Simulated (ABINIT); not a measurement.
# A GW chain in ABINIT: AgCl (Fm-3m), part 2 of 2

How does a plane-wave GW calculation on AgCl (Fm-3m) run from the first input to the gap?

ABINIT 10.8.3; PBE and many-body steps on it, plane waves. Known limits of the many-body steps: not at the basis limit; d shell near the gap, gap tends to lie low; no spin-orbit coupling; coarse k mesh.

So far. Step 2 (Ground state): The gap is indirect, with the least direct gap 2.32 eV higher. Step 3 (Bands along the symmetry lines): The gap is 0.913 eV, as in the run before at this level.

### 4. Empty states on the mesh, 4×4×4 mesh, 117 bands

Level of this step: DFT, PBE, plane waves, norm-conserving pseudopotentials (ABINIT).

The sums over transitions need many empty states on a uniform mesh; this step solves for them.

The input, run.abi:

```
acell 3*1.0 Angstrom
rprim 
  0.000000000000 2.772662996800 2.772662996800
  2.772662996800 0.000000000000 2.772662996800
  2.772662996800 2.772662996800 0.000000000000
ntypat 2
znucl 47 17
natom 2
typat 1 2
xred 
  0.000000000000 0.000000000000 0.000000000000
  0.500000000000 0.500000000000 0.500000000000
pp_dirpath "pseudos"
pseudos "Ag.upf, Cl.upf"
ecut 37
ngkpt 4 4 4
nshiftk 1
shiftk 0 0 0
kptopt 1
chksymbreak 0
irdden 1
istwfk *1
nband 117
prtvol 0
optdriver 6
gwr_task "HDIAGO"
paral_kgb 0
occopt 1
indata_prefix "in"
outdata_prefix "out"
tmpdata_prefix "tmp"
```

Run with:

```sh
$ OMP_NUM_THREADS=1 mpirun -n 4 abinit run.abi > log
```

Numbers of over 12 decimals in the logs are rounded to 6 here.

The log of the run:

```text
[banner, memory and clock lines left out]
.Version 10.8.3 of ABINIT. v10.8.2 released Aug 2026.

 Symmetries : space group Fm -3 m (#225); Bravais cF (face-center cubic)
[... echo of the input left out ...]
== DATASET  1 ==================================================================
-   mpi_nproc: 4, omp_nthreads: 1 (-1 if OMP is not activated)

--- !DatasetInfo
iteration_state: {dtset: 1, }
dimensions: {natom: 2, nkpt: 8, mband: 117, nsppol: 1, nspinor: 1, nspden: 1, mpw: 3119, }
cutoff_energies: {ecut:  37.0, pawecutdg:  -1.0, }
electrons: {nelect:   2.60000000E+01, charge:   0.00000000E+00, occopt:   1.00000000E+00, tsmear:   1.00000000E-02, }

.Using double precision arithmetic; gwpc =  8

- Reading GS density from: in_DEN

--- Pseudopotential description ------------------------------------------------
- Ag Generated using ONCVPSP code by D. R. Hamann
- 47.00000  19.00000  171031                  znucl, zion, pspdat
12 -101130 2 -1 1538                          pspcod,pspxc,lmax,lloc,mmax
     nproj     2     2     2
  pspatm : epsatm=   27.55768671
         --- l  ekb(1:nproj) -->
             0    9.557566   -0.414742
             1    3.443234   -0.133519
             2   -1.597169   -0.391124
 pspatm: atomic psp has been read  and splines computed

- Cl Generated using ONCVPSP code by D. R. Hamann
- 17.00000   7.00000  171031                  znucl, zion, pspdat
12 -101130 2 -1 1028                          pspcod,pspxc,lmax,lloc,mmax
     nproj     2     2     2
  pspatm : epsatm=    9.12776517
         --- l  ekb(1:nproj) -->
             0    8.139296    0.698720
             1    3.821713    1.107519
             2   -2.938609   -0.805455
 pspatm: atomic psp has been read  and splines computed

   9.53821749E+02                                ecore*ucvol(ha*bohr**3)

 Total charge density [el/Bohr^3]
)     Maximum=    2.1539E+00  at reduced coord.    0.0667    0.9333    0.9333
)     Minimum=    2.8621E-03  at reduced coord.    0.2444    0.2444    0.2444
   Integrated=    2.6000E+01

 === KS gaps after direct diagonalization ===
 Indirect band gap semiconductor
 Fundamental gap:     0.913 (eV)
   VBM:     4.678 (eV) at k: [ 5.0000E-01,  0.0000E+00,  0.0000E+00]
   CBM:     5.591 (eV) at k: [ 0.0000E+00,  0.0000E+00,  0.0000E+00]
 Direct gap:         3.230 (eV) at k: [ 0.0000E+00,  0.0000E+00,  0.0000E+00]

== END DATASET(S) ==============================================================

 -outvars: echo values of variables after computation  --------
           etotal      0.0000000000E+00
            nband         117
             nkpt           8
          spgroup         225
 [... the other variables as echoed above ...]

 Calculation completed.
```

Elapsed: 49 s, on 4 MPI ranks of Arm Neoverse V1, shared host; peak memory 2.3 GiB; 3.3 min of CPU time.

Numbers from this step:

| Quantity | Value |
| --- | --- |
| gap | 0.9128 eV |
| k of the valence top | 0.5, 0, 0 |
| k of the conduction bottom | 0, 0, 0 |
| least direct gap | 3.230 eV |
| k points computed | 8 |
| lowest point of the top converged band, above the valence top | 89.6683 eV |

On this mesh the gap is 0.913 eV.

### 5. Screening, 4×4×4 mesh, 109 bands, screening to 163.3 eV

The RPA dielectric matrix is built and inverted for each q.

This step: RPA screening on PBE, plane waves, norm-conserving pseudopotentials.

Edit run.abi of step 4 so:

```diff
@@ -20,10 +20,11 @@
 chksymbreak 0
-irdden 1
 istwfk *1
-nband 117
-prtvol 0
-optdriver 6
-gwr_task "HDIAGO"
-paral_kgb 0
 occopt 1
+irdwfk 1
+optdriver 3
+nband 109
+ecuteps 6
+inclvkb 2
+awtr 1
+symchi 1
 indata_prefix "in"
```

The log of the run:

```text
.Version 10.8.3 of ABINIT. v10.8.2 released Aug 2026.

 Symmetries : space group Fm -3 m (#225); Bravais cF (face-center cubic)
[... echo of the input left out ...]
== DATASET  1 ==================================================================
-   mpi_nproc: 4, omp_nthreads: 1 (-1 if OMP is not activated)

--- !DatasetInfo
iteration_state: {dtset: 1, }
dimensions: {natom: 2, nkpt: 8, mband: 109, nsppol: 1, nspinor: 1, nspden: 1, mpw: 3119, }
cutoff_energies: {ecut:  37.0, pawecutdg:  -1.0, }
electrons: {nelect:   2.60000000E+01, charge:   0.00000000E+00, occopt:   1.00000000E+00, tsmear:   1.00000000E-02, }

 SCREENING: Calculation of the susceptibility and dielectric matrices

 Based on a program developped by R.W. Godby, V. Olevano, G. Onida, and L. Reining.
 Incorporated in ABINIT by V. Olevano, G.-M. Rignanese, and M. Torrent.
.Using double precision arithmetic ; gwpc =  8

[... cell and pseudopotentials left out ...]
--------------------------------------------------------------------------------

 ==== K-mesh for the wavefunctions ====
 Number of points in the irreducible wedge :     8
[... list of points left out ...]
 Together with 48 symmetry operations and time-reversal symmetry
 yields    64 points in the full Brillouin Zone.

 ==== Q-mesh for the screening function ====
 Number of points in the irreducible wedge :     8
[... list of points left out ...]
 Together with 48 symmetry operations and time-reversal symmetry
 yields    64 points in the full Brillouin Zone.

 setmesh: FFT mesh size selected  =    30x   30x   30
          total number of points  =        27000

 vcoul_init : cutoff-mode = AUXILIARY_FUNCTION
 q-points for optical limit:   1
     1)      0.000010    0.000020    0.000030

- screening: taking advantage of time-reversal symmetry
- Maximum band index for partially occupied states nbvw = 13
- Remaining bands to be divided among processors   nbcw = 96
- Number of bands treated by each node ~24

 Number of electrons calculated from density =   26.0000; Expected =   26.0000
 average of density, n =  0.090376
 r_s =    1.3824
 omega_plasma =   28.9990 [eV]

 calculating chi0 at frequencies [eV] :
  1    0.000000E+00    0.000000E+00
  2    0.000000E+00    2.899902E+01

--------------------------------------------------------------------------------
  q-point number  1        q = ( 0.000000, 0.000000, 0.000000) [r.l.u.]
--------------------------------------------------------------------------------
[... chi0 elements left out ...]
 For q-point:  0.000010 0.000020 0.000030
  dielectric constant =   5.2822
  dielectric constant without local fields =   5.7383

  Average fulfillment of the sum rule on Im[epsilon] for q-point    1 :     66.66  [%]
[... wings left out ...]
  q-point number  2        q = ( 0.250000, 0.000000, 0.000000) [r.l.u.]
--------------------------------------------------------------------------------
[... chi0 elements left out ...]
  Average fulfillment of the sum rule on Im[epsilon] for q-point    2 :     78.92  [%]

 [... 6 further q-points ...]
```

Run time: 30 s. Hardware: 4 MPI ranks; peak memory 0.89 GiB; 2 min of CPU time.

Numbers from this step:

- ε∞ with local fields, on this mesh, along the program's q direction: 5.282
- the same without local fields: 5.738
- plasma frequency: 29.00 eV
- plane waves in the screening matrix: 181

Local fields lower ε∞ by 8 %. On a Γ-centred mesh this coarse the value itself is usually too large, while a short band sum pulls it down.

### 6. Self-energy, 4×4×4 mesh, 109 bands, screening to 163.3 eV

The self-energy is evaluated for the states that the input lists, and the levels follow from it, in one-shot runs by the linearised quasiparticle equation.

This step: G0W0 on PBE, plane waves, norm-conserving pseudopotentials.

Edit run.abi of step 5 so:

```diff
@@ -23,8 +23,17 @@
 irdwfk 1
-optdriver 3
+optdriver 4
 nband 109
+gwcalctyp 0
+ecutsigx 37
+symsigma 1
+nkptgw 2
+kptgw 
+  0.5000000000 0.0000000000 0.0000000000
+  0.0000000000 0.0000000000 0.0000000000
+bdgw 
+  12 15
+  11 17
 ecuteps 6
-inclvkb 2
-awtr 1
-symchi 1
+irdscr 1
+ppmodel 1
 indata_prefix "in"
```

The log of the run:

```text
.Version 10.8.3 of ABINIT. v10.8.2 released Aug 2026.

 Symmetries : space group Fm -3 m (#225); Bravais cF (face-center cubic)
[... echo of the input left out ...]
== DATASET  1 ==================================================================
-   mpi_nproc: 4, omp_nthreads: 1 (-1 if OMP is not activated)

--- !DatasetInfo
iteration_state: {dtset: 1, }
dimensions: {natom: 2, nkpt: 8, mband: 109, nsppol: 1, nspinor: 1, nspden: 1, mpw: 3119, }
cutoff_energies: {ecut:  37.0, pawecutdg:  -1.0, }
electrons: {nelect:   2.60000000E+01, charge:   0.00000000E+00, occopt:   1.00000000E+00, tsmear:   1.00000000E-02, }

 SIGMA: Calculation of the GW corrections

 Based on a program developped by R.W. Godby, V. Olevano, G. Onida, and L. Reining.
 Incorporated in ABINIT by V. Olevano, G.-M. Rignanese, and M. Torrent.
.Using double precision arithmetic ; gwpc =  8

[... cell and pseudopotentials left out ...]
--------------------------------------------------------------------------------

 ==== K-mesh for the wavefunctions ====
 Number of points in the irreducible wedge :     8
[... list of points left out ...]
 Together with 48 symmetry operations and time-reversal symmetry
 yields    64 points in the full Brillouin Zone.

 ==== Q-mesh for screening function ====
 Number of points in the irreducible wedge :     8
[... list of points left out ...]
 Together with 48 symmetry operations and time-reversal symmetry
 yields    64 points in the full Brillouin Zone.

 vcoul_init : cutoff-mode = AUXILIARY_FUNCTION
 q-points for optical limit:   1
     1)      0.000010    0.000020    0.000030
 setmesh: FFT mesh size selected  =    45x   45x   45
          total number of points  =        91125

 Number of electrons calculated from density =   26.0000; Expected =   26.0000
 average of density, n =  0.090376
 r_s =    1.3824
 omega_plasma =   28.9990 [eV]

 === KS Band Gaps ===
  >>>> For spin  1
   Minimum direct gap =   3.2296 [eV], located at k-point      :   0.0000  0.0000  0.0000
   Fundamental gap    =   0.9128 [eV], Top of valence bands at :   0.5000  0.0000  0.0000
                                       Bottom of conduction at :   0.0000  0.0000  0.0000
 SIGMA fundamental parameters:
 PLASMON POLE MODEL  1
 number of plane-waves for SigmaX                 3119
 number of plane-waves for SigmaC and W            181
 number of plane-waves for wavefunctions          3119
 number of bands                                   109
 number of independent spin polarizations            1
 number of spinorial components                      1
 number of k-points in IBZ                           8
 number of q-points in IBZ                           8
 number of symmetry operations                      48
 number of k-points in BZ                           64
 number of q-points in BZ                           64
 number of frequencies for dSigma/dE                 9
 frequency step for dSigma/dE [eV]                0.25
 number of omega for Sigma on real axis              0
 max omega for Sigma on real axis  [eV]           0.00
 zcut for avoiding poles [eV]                     0.10

 EPSILON^-1 parameters (SCR file):
 dimension of the eps^-1 matrix on file            181
 dimension of the eps^-1 matrix used               181
 number of plane-waves for wavefunctions          3119
 number of bands                                   109
 number of q-points in IBZ                           8
 number of frequencies                               2
 number of real frequencies                          1
 number of imag frequencies                          1

 matrix elements of self-energy operator (all in [eV])

 Perturbative Calculation

--- !SelfEnergy_ee
iteration_state: {dtset: 1, }
kpoint     : [   0.500,    0.000,    0.000, ]
spin       : 1
KS_gap     :    4.239
QP_gap     :    5.308
Delta_QP_KS:    1.069
data: !SigmaeeData |
     Band     E0 <VxcDFT>   SigX SigC(E0)      Z dSigC/dE  Sig(E)    E-E0       E
       12   4.678 -21.528 -26.456   3.852   0.799  -0.252 -22.387  -0.859   3.819
       13   4.678 -21.528 -26.456   3.852   0.799  -0.252 -22.387  -0.859   3.819
       14   8.917  -9.095  -4.868  -3.976   0.837  -0.195  -8.885   0.210   9.127
       15  11.220 -13.713  -7.715  -5.001   0.804  -0.244 -12.911   0.802  12.022

--- !SelfEnergy_ee
iteration_state: {dtset: 1, }
kpoint     : [   0.000,    0.000,    0.000, ]
spin       : 1
KS_gap     :    3.230
QP_gap     :    4.659
Delta_QP_KS:    1.430
data: !SigmaeeData |
     Band     E0 <VxcDFT>   SigX SigC(E0)      Z dSigC/dE  Sig(E)    E-E0       E
       11   2.361 -14.534 -18.755   2.846   0.792  -0.263 -15.623  -1.090   1.272
       12   2.361 -14.534 -18.755   2.846   0.792  -0.263 -15.623  -1.090   1.272
       13   2.361 -14.534 -18.755   2.846   0.792  -0.263 -15.623  -1.090   1.272
       14   5.591 -10.854  -6.572  -3.873   0.831  -0.204 -10.514   0.340   5.931
       15  15.379 -12.290  -6.936  -4.431   0.822  -0.216 -11.532   0.759  16.138
       16  15.379 -12.290  -6.936  -4.431   0.822  -0.216 -11.532   0.759  16.138
       17  15.379 -12.290  -6.936  -4.431   0.822  -0.216 -11.532   0.759  16.138

== END DATASET(S) ==============================================================
================================================================================

 -outvars: echo values of variables after computation  --------
           etotal      0.0000000000E+00
            nband         109
             nkpt           8
          spgroup         225
 [... the other variables as echoed above ...]

 Calculation completed.
```

Elapsed: 8.8 s, on 4 MPI ranks; peak memory 0.84 GiB.

Numbers from this step:

| Property | Result |
| --- | --- |
| G0W0 gap on the points computed | 2.112 eV |
| starting gap on the mesh | 0.9128 eV |
| k of the valence top | 0.5, 0, 0 |
| k of the conduction bottom | 0, 0, 0 |
| Z at the valence top | 0.799 |
| Z at the conduction bottom | 0.831 |
| least direct G0W0 gap on the computed points | 4.659 eV |

The gap on the mesh goes from 0.91 eV to 2.11 eV, a correction of +1.20 eV.

Limits: finite bands, cutoff and mesh; d shell near the gap, gap tends to lie low; no spin-orbit coupling; coarse k mesh. v1 is the top filled band, c1 the lowest empty one. The levels before and after the correction (eV, zero at the valence-band top of each column):

|  | conduction bottom | valence top |
| --- | --- | --- |
| Kohn-Sham | 0.91 | 0.00 |
| G0W0 | 2.11 | 0.00 |

|  | level | energy (eV) |
| --- | --- | --- |
| Kohn-Sham | (0.5 0 0) v2-v1 | 0.000 |
| Kohn-Sham | (0.5 0 0) c1 | 4.239 |
| Kohn-Sham | (0.5 0 0) c2 | 6.542 |
| Kohn-Sham | Γ v3-v1 | -2.317 |
| Kohn-Sham | Γ c1 | 0.913 |
| Kohn-Sham | Γ c2-c4 | 10.700 |
| G0W0 | (0.5 0 0) v2-v1 | 0.000 |
| G0W0 | (0.5 0 0) c1 | 5.308 |
| G0W0 | (0.5 0 0) c2 | 8.203 |
| G0W0 | Γ v3-v1 | -2.547 |
| G0W0 | Γ c1 | 2.112 |
| G0W0 | Γ c2-c4 | 12.319 |

### 7. Where the time went

Times are wall times on 4 MPI ranks of Arm Neoverse V1, shared host, good to a factor of about two.

| step | time | share | memory (GiB) |
| --- | --- | --- | --- |
| ground state | 13 s | 11 % | 0.32 |
| bands along the symmetry lines | 18 s | 15 % | 0.3 |
| empty states on the mesh | 49 s | 41 % | 2.3 |
| screening | 30 s | 26 % | 0.89 |
| self-energy | 8.8 s | 7 % | 0.84 |

### 8. What came out

```
PBE gap              : 0.91 eV, indirect
G0W0 gap on the mesh : 2.11 eV
GW settings          : 4×4×4 mesh, 109 bands, screening to 163.3 eV, Godby-Needs plasmon pole
known limits         : not at the basis limit; d shell near the gap, gap tends to lie low; no spin-orbit coupling; coarse k mesh
```

**Reading.** G0W0 moves the gap on the mesh from 0.91 eV to 2.11 eV (+1.20 eV), with Z of 0.80 and 0.83 at the edges. Local fields lower the RPA ε∞ on this mesh from 5.74 to 5.28; a Γ-centred mesh this coarse tends to raise both, most where the direct gap is narrow, while a short band sum lowers them. Only 2 of the mesh's irreducible points were corrected, so a valley elsewhere could overtake. The dearest step here is «empty states on the mesh». Bands and cutoff are finite, so the gap is not at the basis limit. The miss can reach some tenths of an eV and take either sign; the mesh is an error of its own. In the G0W0 run levels were corrected at 2 k points alone, so a gap called «on the mesh» is the least over those, and an edge elsewhere would be missed. The 4×4×4 mesh is coarse for this cell, which bears on the long-range parts of exchange and screening. A d shell, filled or nearly so, lies near the gap. One-shot GW converges very slowly in bands there, not always from below, and on a semilocal start the gap tends to come out low; starts rich in exact exchange can overshoot instead. The many-body steps are scalar-relativistic: spin-orbit coupling is not in them.

[Paths, hosts, dates, memory and timing lines, banners, echoed tables and standing remarks are left out of the program output.]

[Logs are printed without paths, hosts, clocks, repeated set-up lines and the standing remarks that a program may print on its own settings, such as how far it seeks lower states.]

[Runs of the session that timed out or met a known fault of the program may be left out.]

[Hosts, paths, dates, database ids (printed as entryN), source tags and the programs' standing remarks are cut or masked in the printed files.]

[G0W0 gaps are taken among the corrected bands and points alone; a level outside them can change the order at an edge.]

[Where Ansatz stands beside ABINIT at settings called matched, ABINIT's density can come from a denser mesh and the files from another edition; pairs whose starting gaps differed by over 0.03 eV were left out, so agreement reads better than it is.]
